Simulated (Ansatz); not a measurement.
Density of states of a Ti5C8 cell (a crystal with Ti atoms taken out, relaxed), per eV and atom, broadened by Gaussian smearing of width 0.1 eV and averaged over bins of 0.2 eV, from 8 eV under the Fermi level at most up to where the solved bands end.

Computed with DFT PBE, scalar-relativistic, plane waves, PAW in Ansatz.

Settings: cutoff 420 eV, Γ-centred mesh 7×7×7 on the computed 13-atom cell, Gaussian smearing of 0.10 eV; no spin polarisation.

```yaml
crystal:
  lattice:
    - [-4.29038, 4.24658, -0.00089]
    - [-4.29115, -0.00166, 4.29127]
    - [-0.00319, 4.24250, 4.28641]
  atoms:
    - { symbol: Ti, position: [0.99849, 0.00186, 0.50011] }
    - { symbol: Ti, position: [0.49830, 0.00362, 0.49878] }
    - { symbol: Ti, position: [0.99944, 0.00194, 0.99981] }
    - { symbol: Ti, position: [0.49897, 0.50188, 0.50120] }
    - { symbol: Ti, position: [0.99770, 0.50259, 0.00045] }
    - { symbol: C, position: [0.75631, 0.75663, 0.74092] }
    - { symbol: C, position: [0.24618, 0.75524, 0.74762] }
    - { symbol: C, position: [0.75623, 0.24480, 0.74372] }
    - { symbol: C, position: [0.74940, 0.75275, 0.24996] }
    - { symbol: C, position: [0.24852, 0.25357, 0.74934] }
    - { symbol: C, position: [0.24035, 0.75541, 0.25977] }
    - { symbol: C, position: [0.75148, 0.25020, 0.25220] }
    - { symbol: C, position: [0.24184, 0.24439, 0.25553] }
```

| E − E_F (eV) | total | C 2p | Ti 3d | C 2s | Ti 4s |
| --- | --- | --- | --- | --- | --- |
| -7.95 | 0.069 | 0.001 | 0.008 | 0.058 | 0.000 |
| -7.75 | 0.001 | 0.000 | 0.000 | 0.001 | 0.000 |
| -7.55 | 0.000 | 0.000 | 0.000 | 0.000 | 0.000 |
| -7.35 | 0.000 | 0.000 | 0.000 | 0.000 | 0.000 |
| -7.15 | 0.000 | 0.000 | 0.000 | 0.000 | 0.000 |
| -6.95 | 0.000 | 0.000 | 0.000 | 0.000 | 0.000 |
| -6.75 | 0.000 | 0.000 | 0.000 | 0.000 | 0.000 |
| -6.55 | 0.000 | 0.000 | 0.000 | 0.000 | 0.000 |
| -6.35 | 0.000 | 0.000 | 0.000 | 0.000 | 0.000 |
| -6.15 | 0.000 | 0.000 | 0.000 | 0.000 | 0.000 |
| -5.95 | 0.000 | 0.000 | 0.000 | 0.000 | 0.000 |
| -5.75 | 0.000 | 0.000 | 0.000 | 0.000 | 0.000 |
| -5.55 | 0.000 | 0.000 | 0.000 | 0.000 | 0.000 |
| -5.35 | 0.000 | 0.000 | 0.000 | 0.000 | 0.000 |
| -5.15 | 0.000 | 0.000 | 0.000 | 0.000 | 0.000 |
| -4.95 | 0.000 | 0.000 | 0.000 | 0.000 | 0.000 |
| -4.75 | 0.001 | 0.000 | 0.000 | 0.000 | 0.000 |
| -4.55 | 0.014 | 0.008 | 0.003 | 0.000 | 0.002 |
| -4.35 | 0.067 | 0.038 | 0.018 | 0.001 | 0.007 |
| -4.15 | 0.130 | 0.076 | 0.037 | 0.003 | 0.010 |
| -3.95 | 0.197 | 0.113 | 0.057 | 0.006 | 0.012 |
| -3.75 | 0.357 | 0.206 | 0.105 | 0.010 | 0.022 |
| -3.55 | 0.416 | 0.242 | 0.125 | 0.012 | 0.022 |
| -3.35 | 0.591 | 0.351 | 0.177 | 0.015 | 0.027 |
| -3.15 | 0.482 | 0.293 | 0.146 | 0.012 | 0.017 |
| -2.95 | 0.580 | 0.365 | 0.166 | 0.015 | 0.018 |
| -2.75 | 0.841 | 0.556 | 0.219 | 0.018 | 0.025 |
| -2.55 | 0.901 | 0.633 | 0.212 | 0.013 | 0.016 |
| -2.35 | 0.947 | 0.612 | 0.288 | 0.016 | 0.007 |
| -2.15 | 0.863 | 0.492 | 0.332 | 0.019 | 0.005 |
| -1.95 | 0.817 | 0.473 | 0.312 | 0.015 | 0.003 |
| -1.75 | 1.124 | 0.680 | 0.398 | 0.019 | 0.005 |
| -1.55 | 0.893 | 0.532 | 0.324 | 0.018 | 0.003 |
| -1.35 | 0.657 | 0.391 | 0.240 | 0.012 | 0.002 |
| -1.15 | 0.756 | 0.441 | 0.280 | 0.018 | 0.003 |
| -0.95 | 0.701 | 0.414 | 0.255 | 0.017 | 0.003 |
| -0.75 | 0.751 | 0.454 | 0.261 | 0.020 | 0.003 |
| -0.55 | 0.677 | 0.413 | 0.222 | 0.027 | 0.003 |
| -0.35 | 0.454 | 0.273 | 0.152 | 0.019 | 0.002 |
| -0.15 | 0.505 | 0.307 | 0.171 | 0.017 | 0.002 |
| 0.05 | 0.539 | 0.343 | 0.169 | 0.016 | 0.002 |
| 0.25 | 0.433 | 0.274 | 0.139 | 0.011 | 0.001 |
| 0.45 | 0.434 | 0.291 | 0.125 | 0.010 | 0.002 |
| 0.65 | 0.527 | 0.352 | 0.157 | 0.010 | 0.001 |
| 0.85 | 0.559 | 0.386 | 0.156 | 0.009 | 0.001 |
| 1.05 | 0.563 | 0.406 | 0.137 | 0.010 | 0.001 |
| 1.25 | 0.511 | 0.361 | 0.136 | 0.007 | 0.001 |

The columns after the total are the largest Löwdin projections on the valence shells of the potentials, so they needn't add up, and the weight of a shell that a potential lacks goes to other orbitals. The cell has no gap on the mesh.

Cost: 2 runs of about 6.4 core-minutes in all (earlier runs that led there not counted), on Arm Neoverse V1 (shared hosts).